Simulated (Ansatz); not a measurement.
A 4-atom cell of MgTe (P6_3mc) from a materials database (r2SCAN geometry), in Ansatz:

```xyz
4
Lattice="4.5777 0.0000 0.0000 -2.2889 3.9644 0.0000 0.0000 0.0000 7.4548" Properties=species:S:1:pos:R:3 pbc="T T T"
Mg    0.0000    2.6430    7.4316
Mg    2.2889    1.3215    3.7042
Te    0.0000    2.6430    2.7815
Te    2.2889    1.3215    6.5089
```

G0W0@PBE with 1002 empty bands, a screening cutoff of 220 eV and a 6×6×2 mesh (PAW, contour deformation) gives 3.703 eV over the mesh points, from a PBE gap of 2.461 eV; it sums over 1028 bands with 1003 plane waves in the screening and a wave cutoff of 420 eV. No extrapolation in bands, cutoff or mesh was made for G0W0. No spin polarisation and no zero-point or thermal motion.

Task: Estimate the gap with frequency model Godby-Needs pole.

Result: 3.739 eV (+0.036 eV), from a Kohn-Sham gap of 2.461 eV.

Task: Estimate the gap with empty bands 1841, screening cutoff 300 eV.

Result: 3.716 eV (+0.013 eV), from a Kohn-Sham gap of 2.461 eV.

No spin-orbit coupling is included; it can move band edges with weight on the heavy atoms by tenths of an eV.
